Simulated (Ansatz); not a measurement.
Runs of Ansatz 0.2.0 on NaCl. The structure is cubic, space group Pm-3m (No. 221). The conventional cell has a = 3.502 Å, b = 3.502 Å, c = 3.502 Å, α = 90.00°, β = 90.00°, γ = 90.00°. Cl (site symmetry m-3m) is surrounded by 8 Na at 3.03 Å. Around Na (site symmetry m-3m) lie 8 Cl at 3.03 Å. Measurements of this composition are mostly on another form, of space group No. 225.

| task | level | potentials or basis | cell | k mesh | cutoff (eV) | smearing | basis error allowed | gap on the mesh (eV) | pressure (GPa) |
| --- | --- | --- | --- | --- | --- | --- | --- | --- | --- |
| single point | PBE | all-electron LAPW, scalar-relativistic | as given | 8 × 8 × 8 | 141 | gaussian 0.022 eV | 0.001 eV/atom | 3.98 | 0.1 |
| single point | PBE | all-electron LAPW, scalar-relativistic | as given | 5 × 5 × 5 | 118 | fermi-dirac 0.04 eV | 0.004 eV/atom | 4.03 | 0.1 |
| single point | PBE | all-electron LAPW, scalar-relativistic | as given | 8 × 8 × 8 | 141 | gaussian 0.012 eV | 0.001 eV/atom | 3.98 | 0.1 |
| phonons | LDA | all-electron LAPW, scalar-relativistic | as given | 6 × 6 × 6 | 151 | fermi-dirac 0.05 eV | 0.001 eV/atom | (b) | - |
| single point | PBE | all-electron LAPW, scalar-relativistic | as given | 8 × 8 × 8 | 141 | gaussian 0.02 eV | 0.001 eV/atom | 3.98 | 0.1 |
| relaxation of cell and atoms | BLYP | all-electron LAPW, scalar-relativistic | relaxed | 8 × 8 × 8 | - | fermi-dirac 0.05 eV | 0.001 eV/atom | 3.88 | 0.0 |
| Born charges and dielectric tensor | PBEsol | all-electron PAW datasets made for the crystal | as given | 8 × 8 × 8 | 200 | fixed | - | 3.84 | - |
| band structure | revPBE | all-electron LAPW, scalar-relativistic | as given | 8 × 8 × 8 | 141 | fermi-dirac 0.05 eV | 0.001 eV/atom | 4.25 | (a) |

Alike in all rows: no spin polarisation.

Q: Estimate the missing entries.

A: (a) 1.7; (b) 3.60.

Caveats: an odd mesh through Γ misses points on the zone boundary, where band edges often lie (some runs); the program warned that the printed levels may be off, so bands, gaps and densities of states are rough (some runs).

The runs don't all hold the same shells in valence.
